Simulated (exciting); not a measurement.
CdTe:

```
Te Cd
1.0
     0.00000    3.20500    3.20500
     3.20500    0.00000    3.20500
     3.20500    3.20500    0.00000
Te Cd
1 1
Direct
  0.75000 0.75000 0.75000
  0.00000 0.00000 0.00000
```

Base run:

```yaml
Program: exciting (release sodium)
Functional: PBE
Potentials_or_basis: all-electron LAPW+lo, shipped species files, valence relativity iora*
rgkmax: 9
k_mesh: 7 × 7 × 7
Occupations: fermi-dirac, width 0.05 eV
Spin: no spin polarisation
```

Its results: band gap on the k mesh 0.87 eV, direct.

The run is repeated on the same cell with these changes: functional from PBE to LDA. What comes out?

Band gap on the k mesh 0.61 eV, direct.

Caveats: spin-orbit coupling is left out, which moves the levels of the heavy elements; an odd mesh through Γ misses points on the zone boundary, where band edges often lie (some runs); the tetrahedron DOS on this energy grid can lose part of the weight of narrow d or f bands (some runs).

Not every run made on this cell is shown here.
